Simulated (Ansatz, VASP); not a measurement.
C in VASP and in Ansatz

INCAR

```
SYSTEM = C
PREC = Accurate
ENCUT = 600
EDIFF = 1E-7
ISMEAR = 0
SIGMA = 0.1
LREAL = .FALSE.
LASPH = .TRUE.
NELM = 60
ALGO = Normal
ISIF = 3
LWAVE = .FALSE.
LCHARG = .FALSE.
GGA = PS
IBRION = 2
NSW = 90
EDIFFG = -0.04
```

File KPOINTS:

```
regular mesh
0
G
  8 8 8
  0 0 0
```

File POSCAR:

```
C
1.0
    0.0000000000      1.7898390965      1.7898390965
    1.7898390965      0.0000000000      1.7898390965
    1.7898390965      1.7898390965      0.0000000000
C
1
Direct
    0.0000000000      0.0000000000      0.0000000000
```

Input for Ansatz:

```yaml
crystal:
  lattice:
    - [0.0, 1.7898390965, 1.7898390965]
    - [1.7898390965, 0.0, 1.7898390965]
    - [1.7898390965, 1.7898390965, 0.0]
  atoms:
    - { symbol: C, position: [0.0, 0.0, 0.0] }
basis:
  ecutwfc: 420
kpoints:
  mp_grid: { grid: [8, 8, 8] }
hamiltonian:
  xc: pbesol
scf:
  occupations: { method: gaussian, width: 0.1 }
  lower_state_search: "off"
output:
  forces: true
  stress: true
  eigenvalues: true
relax:
  adjacent_minimum: "off"
  f_tol: 0.04
  max_steps: 70
  cell: { stress_tol: 0.4 }
```

Alike in both runs: task relaxation of cell and atoms; functional PBEsol; k mesh 8 × 8 × 8; occupations gaussian, width 0.1 eV; no spin polarisation.

|  | VASP | Ansatz |
| --- | --- | --- |
| version | VASP 6.6.1 | Ansatz 0.2.0 |
| potentials or method | VASP PAW PBE potentials, release 64 (C) | scalar-relativistic, plane waves, PAW |
| plane-wave cutoff (eV) | 600 | 420 |
| valence electrons in the cell | 4 | 4 |

```csv
,VASP,Ansatz,Ansatz less VASP
"gap on the k mesh at the Fermi level, each at its own relaxed structure (eV)",none,none,-
relaxed volume (Å³/atom),7.15,7.17,+0.014
relaxed cell length with the largest relative difference (Å),2.163,2.164,+0.0014
energy change over the relaxation (meV/atom),-666,-664,+2.6
```

A gap of «none» marks a metal or a gap that the smearing closes.

Caveats: the k mesh is coarse (spacing up to 0.38 Å⁻¹), so the values aren't converged; the volume moved by over 15 % at a fixed basis, so the end points are rough (VASP); the PAW data sets were made with another functional, which shifts forces and pressure a little (VASP).
